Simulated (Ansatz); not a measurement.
Property card for AlN

Method: DFT PBE, scalar-relativistic, plane waves, PAW (Ansatz).

Cutoff 420 eV; k points 4×4×8 on the computed 8-atom cell (Γ-centred); Gaussian smearing, width 0.02 eV; no spin polarisation.

The structure is relaxed at this level of theory with its symmetry kept, and needn't be the ground state of this composition.

```xyz
8
Lattice="5.3291 0.0000 0.0000 0.0000 5.3291 0.0000 0.0000 0.0000 3.1218" Properties=species:S:1:pos:R:3 pbc="T T T"
Al    3.6077    3.6077    0.0000
Al    0.9432    4.3859    1.5609
Al    4.3859    0.9432    1.5609
Al    1.7214    1.7214    0.0000
N     4.3455    4.3455    1.5609
N     0.9836    0.9836    1.5609
N     3.6482    1.6809    0.0000
N     1.6809    3.6482    0.0000
```

| Item | Value |
| --- | --- |
| Space group | P4_2/mnm (No. 136) |
| Volume per atom | 11.08 Å³ |
| Formation energy from the elements' standard states (uncorrected) | -1.338 eV/atom |
| Kohn–Sham band gap | 3.73 eV |
| Orbital (Löwdin) character of the top 1 eV of the valence band | N 2p 90 % |
| Orbital (Löwdin) character of the lowest 1 eV of the conduction band | N 2s 34 %, Al 3s 26 %, Al 3p 23 %, N 2p 11 %, unprojected 7 % |
| Bulk modulus | 180 GPa |
| Its pressure derivative | 3.6 |
| Bader charge by site (e) | Al (4 in the cell) 2.43, N (4 in the cell) -2.43 |

The cell was found from a structure generator's guess, not taken from experiment. Kohn–Sham gaps at this level usually fall short of measured ones. Löwdin shares on free-atom orbitals overweight diffuse shells in the empty bands.
